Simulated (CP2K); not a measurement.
## GaN under changes of volume

One of the cells (11.444 Å³/atom); the others are scaled copies at fixed shape and fractional positions:

```
Ga N
1.0
     3.18693    0.00000    0.00000
     1.59347    2.75996    0.00000
     1.59347    0.91999    2.60212
Ga N
1 1
Cartesian
  0.0000 0.0000 0.0000
  1.5935 0.9200 0.6505
```

The cell is a database's computed one.

```yaml
Program: CP2K 2026.2
Functional: PBEsol
Potentials_or_basis: POTENTIAL_UZH Ga GTH-PBE-q13, N GTH-PBE-q5; TZVP-MOLOPT-PBE-GTH basis
Density_cutoff: 6123 eV
k_mesh: 10 × 10 × 10
Occupations: fermi-dirac, width 0.05 eV
Spin: no spin polarisation
```

| volume (Å³/atom) | energy over the lowest point (meV/atom) | pressure (GPa) | gap on the mesh (eV) |
| --- | --- | --- | --- |
| 10.757 | ? | ? | ? |
| 10.986 | 16.69 | 10.3 | 1.84 |
| 11.215 | 5.29 | 5.8 | 1.71 |
| 11.444 | 0.00 | 1.7 | 1.59 |
| 11.673 | 0.21 | -1.9 | 1.46 |
| 11.902 | 5.35 | -5.2 | 1.34 |
| 12.131 | 14.91 | -8.1 | 1.22 |

What does the run at 10.757 Å³/atom give?

Energy over the lowest point 38.35 meV/atom; pressure 15.4 GPa; gap on the mesh 1.98 eV.

Worked out: A Birch-Murnaghan fit of order 3 (a polynomial in V^(-2/3)) to the other rows has its minimum at 11.55 Å³/atom with B0 = V·E''(V) = 184 GPa and B' = 4.4. It gives 34.92 meV/atom at 10.757 Å³/atom, against the run's 38.35, and -dE/dV = 15.3 GPa, against 15.4. A straight line through the other rows of the gap, of slope -6.25 eV per unit of ln V (its deformation potential), extrapolates to 1.97 eV, against the run's 1.98.

Energies are extrapolated to zero smearing.

Caveats: the potentials were made for another functional, which shifts forces and pressure; the basis of atomic orbitals isn't converged, which shifts pressures, moduli and gaps; the real-space grid breaks the cell's symmetry a little (some runs).

Spin-orbit coupling on Ga is left out.
